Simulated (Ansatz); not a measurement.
Ca (Cmcm), axial (c/a) deformation path

Method: Ansatz 0.2.0, DFT PBE, scalar-relativistic, plane waves, PAW. The runs took a 420 eV cutoff, a Γ-centred 16×16×8 mesh and Gaussian smearing (0.15 eV). No spin polarisation. Energies are free energies at this smearing, counted from the undisturbed cell; pressure is positive in compression.

The starting cell (as given, not relaxed at this level; it stands at -0.5 GPa; this form isn't the usual structure):

```xyz
2
Lattice="1.9713 -3.3955 0.0000 1.9713 3.3955 0.0000 0.0000 0.0000 6.5091" Properties=species:S:1:pos:R:3 pbc="T T T"
Ca    1.9713   -2.2790    1.6273
Ca    1.9713    2.2790    4.8818
```

At fixed volume and fractional coordinates, lengths along (0.000, 0.000, 1.000) are scaled against those across it; ρ is that ratio over its starting value. The cell is metallic on the mesh throughout.

```csv
ρ,ΔE (meV/atom)
0.850,52.0
0.920,13.9
1.000,0.0
1.100,30.4
1.200,110.5
```

Problem. Predict the pressure (GPa) at each point.

Solution.
| ρ | pressure (GPa) |
| --- | --- |
| 0.850 | -0.2 |
| 0.920 | -0.3 |
| 1.000 | -0.5 |
| 1.100 | -0.4 |
| 1.200 | 0.1 |